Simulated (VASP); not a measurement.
# Si (Fd-3m) in VASP: further runs

The runs below take Si through band structure, Born charges and dielectric tensor, with LDA.

All numbers are computed with VASP 6.6.1; they aren't measurements. Logs are shortened: lines on timing, memory, paths and dates and some standing lists are left out, and cuts for length are marked.

### 1 Starting point

It takes space group Fd-3m (No. 227, cubic). The conventional cell has a = 5.404 Å, b = 5.404 Å, c = 5.404 Å, α = 90.00°, β = 90.00°, γ = 90.00°. Si (site symmetry -43m) has 4 Si at 2.34 Å as nearest neighbours.

### 2 Band structure, LDA

Contents of INCAR:

```
SYSTEM = Si
  PREC = Accurate
  ENCUT = 350
  EDIFF = 1E-7
  ISMEAR = 0
  SIGMA = 0.02
  LREAL = .False.
  LASPH = .True.
  NELM = 100
  ALGO = Normal
  ISIF = 2
  LWAVE = .False.
  LCHARG = .False.
```

Contents of KPOINTS:

```
regular mesh
0
Gamma
  6 6 6
  0 0 0
```

Contents of POSCAR:

```
Si                                      
1.0
    0.0000000000      2.7017505687      2.7017505687
    2.7017505687      0.0000000000      2.7017505687
    2.7017505687      2.7017505687      0.0000000000
  Si            
     2
Direct
     0.7500000000000000    0.7500000000000000    0.7500000000000000
     0.5000000000000000    0.5000000000000000    0.5000000000000000
```

Contents of KPOINTS_OPT:

```
path GXWKGLUWLK,UX
15
line-mode
reciprocal
 0.0000000000  0.0000000000  0.0000000000  G
 0.5000000000  0.0000000000  0.5000000000  X

 0.5000000000  0.0000000000  0.5000000000  X
 0.5000000000  0.2500000000  0.7500000000  W

 0.5000000000  0.2500000000  0.7500000000  W
 0.3750000000  0.3750000000  0.7500000000  K

 0.3750000000  0.3750000000  0.7500000000  K
 0.0000000000  0.0000000000  0.0000000000  G

 0.0000000000  0.0000000000  0.0000000000  G
 0.5000000000  0.5000000000  0.5000000000  L

 0.5000000000  0.5000000000  0.5000000000  L
 0.6250000000  0.2500000000  0.6250000000  U

 0.6250000000  0.2500000000  0.6250000000  U
 0.5000000000  0.2500000000  0.7500000000  W

 0.5000000000  0.2500000000  0.7500000000  W
 0.5000000000  0.5000000000  0.5000000000  L

 0.5000000000  0.5000000000  0.5000000000  L
 0.3750000000  0.3750000000  0.7500000000  K

 0.6250000000  0.2500000000  0.6250000000  U
 0.5000000000  0.0000000000  0.5000000000  X
```

Potentials or basis: VASP PAW LDA potentials, release 64 (Si).

On the command line:

```sh
> cat potpaw_LDA.64/Si/POTCAR > POTCAR
> mpirun -np 1 vasp_std > vasp.out
```

OUTCAR:

```text
SYSTEM = Si
   PREC = Accurate
   ENCUT = 350
   EDIFF = 1E-7
   ISMEAR = 0
   LREAL = .False.
   LASPH = .True.
   NELM = 100
   ISIF = 2

 ion  position               nearest neighbor table
   1  0.750  0.750  0.750-   2 2.34   2 2.34   2 2.34   2 2.34
   2  0.500  0.500  0.500-   1 2.34   1 2.34   1 2.34   1 2.34

  LATTYP: Found a face centered cubic cell.
 ALAT       =     5.4035011374

  Lattice vectors:

 A1 = (   0.0000000000,   2.7017505687,   2.7017505687)
 A2 = (   2.7017505687,   0.0000000000,   2.7017505687)
 A3 = (   2.7017505687,   2.7017505687,   0.0000000000)

Analysis of symmetry for initial positions (statically):
=====================================================================
 Subroutine PRICEL returns:
 Original cell was already a primitive cell.

 Routine SETGRP: Setting up the symmetry group for a
 face centered cubic supercell.

 Subroutine GETGRP returns: Found 48 space group operations
 (whereof 24 operations were pure point group operations)
 out of a pool of 48 trial point group operations.

The static configuration has the point symmetry T_d .
 The point group associated with its full space group is O_h .

Analysis of symmetry for dynamics (positions and initial velocities):
=====================================================================
 Subroutine PRICEL returns:
 Original cell was already a primitive cell.

 Routine SETGRP: Setting up the symmetry group for a
 face centered cubic supercell.

 Subroutine GETGRP returns: Found 48 space group operations
 (whereof 24 operations were pure point group operations)
 out of a pool of 48 trial point group operations.

The dynamic configuration has the point symmetry T_d .
 The point group associated with its full space group is O_h .

 Subroutine INISYM returns: Found 48 space group operations
 (whereof 24 operations are pure point group operations),
 and found     1 'primitive' translations

----------------------------------------------------------------------------------------

                                     Primitive cell

  volume of cell :      39.4426

  direct lattice vectors                    reciprocal lattice vectors
     0.000000000  2.701750569  2.701750569    -0.185065197  0.185065197  0.185065197
     2.701750569  0.000000000  2.701750569     0.185065197 -0.185065197  0.185065197
     2.701750569  2.701750569  0.000000000     0.185065197  0.185065197 -0.185065197

  length of vectors
     3.820852296  3.820852296  3.820852296     0.320542323  0.320542323  0.320542323

  position of ions in fractional coordinates (direct lattice)
     0.750000000  0.750000000  0.750000000
     0.500000000  0.500000000  0.500000000

  ion indices of the primitive-cell ions
   primitive index   ion index
                 1           1
                 2           2

----------------------------------------------------------------------------------------

 KPOINTS: regular mesh

Automatic generation of k-mesh.
 Grid dimensions read from file:
 generate k-points for:    6    6    6

 Generating k-lattice:

  Cartesian coordinates                     Fractional coordinates (reciprocal lattice)
    -0.030844199  0.030844199  0.030844199     0.166666667  0.000000000  0.000000000
     0.030844199 -0.030844199  0.030844199     0.000000000  0.166666667  0.000000000
     0.030844199  0.030844199 -0.030844199     0.000000000  0.000000000  0.166666667

  Length of vectors
     0.053423721  0.053423721  0.053423721

  Shift w.r.t. Gamma in fractional coordinates (k-lattice)
     0.000000000  0.000000000  0.000000000

 Subroutine IBZKPT returns following result:
 ===========================================

 Found     16 irreducible k-points:

 Following reciprocal coordinates:
            Coordinates               Weight
  0.000000  0.000000  0.000000      1.000000
  0.166667  0.000000  0.000000      8.000000
  0.333333  0.000000  0.000000      8.000000
  0.500000  0.000000  0.000000      4.000000
  0.166667  0.166667  0.000000      6.000000
  0.333333  0.166667  0.000000     24.000000
[... 8 lines left out ...]
 -0.333333  0.333333  0.166667     24.000000
 -0.333333  0.500000  0.166667     12.000000
   k-points           NKPTS =     16   k-points in BZ     NKDIM =     16   number of bands    NBANDS=      8
   number of dos      NEDOS =    301   number of ions     NIONS =      2
   total plane-waves  NPLWV =  13824
   dimension x,y,z NGX =    24 NGY =   24 NGZ =   24
   dimension x,y,z NGXF=    48 NGYF=   48 NGZF=   48
   ions per type =               2
   NGX,Y,Z   is equivalent  to a cutoff of  10.44, 10.44, 10.44 a.u.
   NGXF,Y,Z  is equivalent  to a cutoff of  20.88, 20.88, 20.88 a.u.
 SYSTEM =  Si
   PREC   = accura    normal or accurate (medium, high low for compatibility)
   ISTART =      0    job   : 0-new  1-cont  2-samecut
   ICHARG =      2    charge: 1-file 2-atom 10-const
   ISPIN  =      1    spin polarized calculation?
   LNONCOLLINEAR =      F non collinear calculations
   LSORBIT =      F    spin-orbit coupling
   LASPH  =      T    aspherical Exc in radial PAW
   ENCUT  =  350.0 eV  25.72 Ry    5.07 a.u.   5.83  5.83  5.83*2*pi/ulx,y,z
   NELM   =    100;   NELMIN=  2; NELMDL= -5     # of ELM steps
   EDIFF  = 0.1E-06   stopping-criterion for ELM
   LREAL  =      F    real-space projection
   EDIFFG = 0.1E-05   stopping-criterion for IOM
   NSW    =      0    number of steps for IOM
   IBRION =     -1    ionic relax: 0-MD 1-quasi-New 2-CG
   NFREE  =      0    steps in history (QN), initial steepest desc. (CG)
   ISIF   =      2    stress and relaxation
   ISYM   =      2    0-nonsym 1-usesym 2-fastsym
   POTIM  = 0.5000    time-step for ionic-motion
   TEBEG  =    0.0;   TEEND  =   0.0 temperature during run
   PSTRESS=    0.0 pullay stress
   NELECT =       8.0000    total number of electrons
   NUPDOWN=      -1.0000    fix difference up-down
   EMIN   =  10.00;   EMAX   =-10.00  energy-range for DOS
   EFERMI =   0.00;   METHOD = LEGACY
   ISMEAR =     0;   SIGMA  =   0.02  broadening in eV -4-tet -1-fermi 0-gaus
   EFERMI_NEDOS =   21; number of points for ismear=-14 and -15
   IALGO  =     38    algorithm
   IMIX   =      4    mixing-type and parameters
     AMIX     =   0.40;   BMIX     =  1.00
     AMIX_MAG =   1.60;   BMIX_MAG =  1.00
  volume/ion in A,a.u.               =      19.72       133.09
  Fermi-wavevector in a.u.,A,eV,Ry     =   0.961870  1.817670 12.588019  0.925193
  Thomas-Fermi vector in A             =   2.091279
   LORBIT       =      0    0 simple, 1 ext, 2 COOP (PROOUT), +10 PAW based schemes
   GGA     = CA    functional components
   LHFCALC =     F    Hartree Fock is set to
   AEXX    =    0.0000 exact exchange contribution
   IVDW    =     0    specifies the selected vdW correction
   LEPSILON=     F    determine dielectric tensor
   LRPA    =     F    only Hartree local field effects (RPA)
 non-spin polarized calculation
 Gauss-broadening in eV      SIGMA  =   0.02
  energy-cutoff  :      350.00
  volume of cell :       39.44
 maximum number of plane-waves:       598
   NGX = 11   NGY = 11   NGZ = 11

 number of electron       7.9999998 magnetization

 Free energy of the ion-electron system (eV)
  ---------------------------------------------------
  ext. energy  EPLUGINS =         0.00000000
  ---------------------------------------------------
  free energy    TOTEN  =       -11.89136058 eV

  energy without entropy =      -11.89136058  energy(sigma->0) =      -11.89136058

 E-fermi :   6.0327     XC(G=0):  -9.6596

 val. band max:        5.9343486679   @ k =   0.0000   0.0000   0.0000
 cond. band min:       6.5048951974   @ k =   0.5000   0.5000   0.0000
 fundamental gap:      0.5705465295
 Fermi energy:         6.0327334268

 k-point     1 :       0.0000    0.0000    0.0000
  band No.  band energies     occupation
      1      -6.1298      2.00000
      2       5.9343      2.00000
      3       5.9343      2.00000
      4       5.9343      2.00000
      5       8.4623      0.00000
      6       8.4623      0.00000
      7       8.4623      0.00000
      8       9.3153      0.00000

 k-point     2 :       0.1667    0.0000    0.0000
  band No.  band energies     occupation
      1      -5.7636      2.00000
      2       3.5253      2.00000
      3       5.4765      2.00000
      4       5.4765      2.00000
      5       8.2422      0.00000
      6       9.1167      0.00000
      7       9.1167      0.00000
      8      11.3824      0.00000

 k-point     3 :       0.3333    0.0000    0.0000
  band No.  band energies     occupation
      1      -4.7317      2.00000
      2       0.5363      2.00000
      3       4.9228      2.00000
      4       4.9228      2.00000
      5       7.6424      0.00000
      6       9.3958      0.00000
      7       9.3958      0.00000
      8      13.6644      0.00000

 k-point     4 :       0.5000    0.0000    0.0000
  band No.  band energies     occupation
      1      -3.7519      2.00000
      2      -1.1309      2.00000
      3       4.7245      2.00000
      4       4.7245      2.00000
      5       7.4153      0.00000
      6       9.2167      0.00000
      7       9.2167      0.00000
      8      13.4641      0.00000

 k-point     5 :       0.1667    0.1667    0.0000
  band No.  band energies     occupation
      1      -5.6392      2.00000
      2       3.8950      2.00000
      3       4.7176      2.00000
      4       4.7176      2.00000
      5       7.5569      0.00000
      6      10.1873      0.00000
      7      10.2660      0.00000
      8      10.2660      0.00000
[... 89 lines left out ...]
 k-point    14 :       0.5000    0.3333    0.1667
  band No.  band energies     occupation
      1      -3.8065      2.00000
      2       0.2633      2.00000
      3       2.2821      2.00000
      4       3.5904      2.00000
      5       8.7148      0.00000
      6       9.5479      0.00000
      7      10.1384      0.00000
      8      12.9867      0.00000

 k-point    15 :      -0.3333    0.3333    0.1667
  band No.  band energies     occupation
      1      -2.7994      2.00000
      2      -0.9587      2.00000
      3       1.8357      2.00000
      4       3.1098      2.00000
      5       9.1952      0.00000
      6       9.4406      0.00000
      7      11.9764      0.00000
      8      12.4265      0.00000

 k-point    16 :      -0.3333    0.5000    0.1667
  band No.  band energies     occupation
      1      -1.8027      2.00000
      2      -1.8027      2.00000
      3       2.2037      2.00000
      4       2.2037      2.00000
      5       8.5916      0.00000
      6       8.5916      0.00000
      7      12.6681      0.00000
      8      12.6681      0.00000

------------------------ aborting loop because EDIFF is reached ----------------------------------------

  FORCE on cell =-STRESS in cart. coord.  units (eV):
  Direction    XX          YY          ZZ          XY          YZ          ZX
  --------------------------------------------------------------------------------------
  -------------------------------------------------------------------------------------
  Total       -0.0007099     -0.0007099     -0.0007099      0.0000000      0.0000000      0.0000000
  in kB       -0.0288363     -0.0288363     -0.0288363      0.0000000      0.0000000      0.0000000
  external PRESSURE =      -0.0288363 kB  Pullay stress =       0.0000000 kB

 VOLUME and BASIS-vectors are now :
 -----------------------------------------------------------------------------
  energy-cutoff  :      350.00
  volume of cell :       39.44
      direct lattice vectors                 reciprocal lattice vectors
     0.000000000  2.701750569  2.701750569    -0.185065197  0.185065197  0.185065197
     2.701750569  0.000000000  2.701750569     0.185065197 -0.185065197  0.185065197
     2.701750569  2.701750569  0.000000000     0.185065197  0.185065197 -0.185065197

 POSITION                                       TOTAL-FORCE (eV/Angst)
 -----------------------------------------------------------------------------------
      4.05263      4.05263      4.05263         0.000000      0.000000      0.000000
      2.70175      2.70175      2.70175        -0.000000     -0.000000     -0.000000
 -----------------------------------------------------------------------------------
    total drift:                                0.000000      0.000000      0.000000

  FREE ENERGIE OF THE ION-ELECTRON SYSTEM (eV)
  ---------------------------------------------------
  free  energy   TOTEN  =       -11.8913605758 eV

  energy  without entropy=      -11.8913605758  energy(sigma->0) =      -11.89136058
```

Wall time 18 s (1 thread of AMD EPYC 7R43 (Zen 3), shared host); peak memory 0.08 GiB.

What came out:

| Item | Value |
| --- | --- |
| Free energy | -11.8914 eV |
| Pressure | 0.0 GPa |
| Band gap on the k mesh | 0.57 eV, indirect (least direct gap 2.53 eV) |
| Band gap along the path | 0.44 eV, indirect (least direct gap 2.53 eV) |

Levels at the corners of the path, in eV from the valence-band top:
```tsv
point	band 2	band 3	band 4	band 5	band 6	band 7
Γ	0.00	0.00	0.00	2.53	2.53	2.53
X	-7.86	-2.90	-2.90	0.57	0.57	10.11
X	-7.86	-2.90	-2.90	0.57	0.57	10.11
W	-7.69	-3.95	-3.95	4.18	4.18	4.98
W	-7.69	-3.95	-3.95	4.18	4.18	4.98
K	-7.27	-4.41	-2.46	1.08	4.05	7.46
K	-7.27	-4.41	-2.46	1.08	4.05	7.46
Γ	0.00	0.00	0.00	2.53	2.53	2.53
Γ	0.00	0.00	0.00	2.53	2.53	2.53
L	-7.07	-1.21	-1.21	1.48	3.28	3.28
L	-7.07	-1.21	-1.21	1.48	3.28	3.28
U	-7.27	-4.41	-2.46	1.08	4.05	7.46
U	-7.27	-4.41	-2.46	1.08	4.05	7.46
W	-7.69	-3.95	-3.95	4.18	4.18	4.98
W	-7.69	-3.95	-3.95	4.18	4.18	4.98
L	-7.07	-1.21	-1.21	1.48	3.28	3.28
L	-7.07	-1.21	-1.21	1.48	3.28	3.28
K	-7.27	-4.41	-2.46	1.08	4.05	7.46
U	-7.27	-4.41	-2.46	1.08	4.05	7.46
X	-7.86	-2.90	-2.90	0.57	0.57	10.11
```

Caveat: the mesh misses the band edges, which the band path finds closer together.

(Continued in part 2 of 2.)
